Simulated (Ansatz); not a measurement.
VO2:

```
V O
1.0
     4.50720    0.00000    0.00000
     0.00000    4.50720    0.00000
     0.00000    0.00000    3.04445
V O
2 4
Direct
  0.50000 0.50000 0.50000
  0.00000 0.00000 0.00000
  0.20036 0.79964 0.50000
  0.79964 0.20036 0.50000
  0.70036 0.70036 0.00000
  0.29964 0.29964 0.00000
```

The cell is a database's computed one.

```yaml
Program: Ansatz 0.2.0
Task: relaxation of cell and atoms
Functional: revPBE
Dispersion: D4
Potentials_or_basis: Ansatz PAW
Cutoff: "420 eV (not typed: the program's choice for these potentials)"
k_mesh: 6 × 6 × 9
Occupations: fermi-dirac, width 0.05 eV
Spin: collinear spin, ferromagnetic start
Starting_moments: "[2.0, 2.0, 0.0, 0.0, 0.0, 0.0] μB"
```

At the start: volume 10.31 Å³/atom.

Where does the relaxation end?

It ends after 9 steps and the volume is 9.71 Å³/atom (-5.8 %); space group P4_2/mnm (No. 136, to 0.05 Å); moment 2.00 μB per cell.

The path:
```csv
step,energy change (eV),largest force (eV/Å),volume (Å³)
1,0.0000,0.2104,61.85
2,-0.2992,0.4694,59.64
3,-0.3757,0.1094,57.50
4,-0.3870,0.0213,58.21
5,-0.3866,0.0008,58.32
6,-0.3867,0.0018,58.29
7,-0.3791,0.0016,58.29
8,-0.3795,0.0005,58.24
9,-0.3792,0.0005,58.24
```

Final structure:
```yaml
crystal:
  lattice:
    - [4.54070, 0.00000, 0.00000]
    - [0.00000, 4.54070, 0.00000]
    - [0.00000, 0.00000, 2.82492]
  atoms:
    - { symbol: V, position: [0.50000, 0.50000, 0.50000] }
    - { symbol: V, position: [0.00000, 0.00000, 0.00000] }
    - { symbol: O, position: [0.20085, 0.79915, 0.50000] }
    - { symbol: O, position: [0.79915, 0.20085, 0.50000] }
    - { symbol: O, position: [0.70085, 0.70085, 0.00000] }
    - { symbol: O, position: [0.29915, 0.29915, 0.00000] }
```

Caveat: the plane-wave basis is chosen anew once the cell has moved, so the energies of steps on either side of that aren't comparable; the pressure holds a Pulay correction of +0.8 GPa for the finite cutoff; the PAW data sets come from PBE, with cores solved anew for the run's functional, which leaves a small shift of forces and pressure.
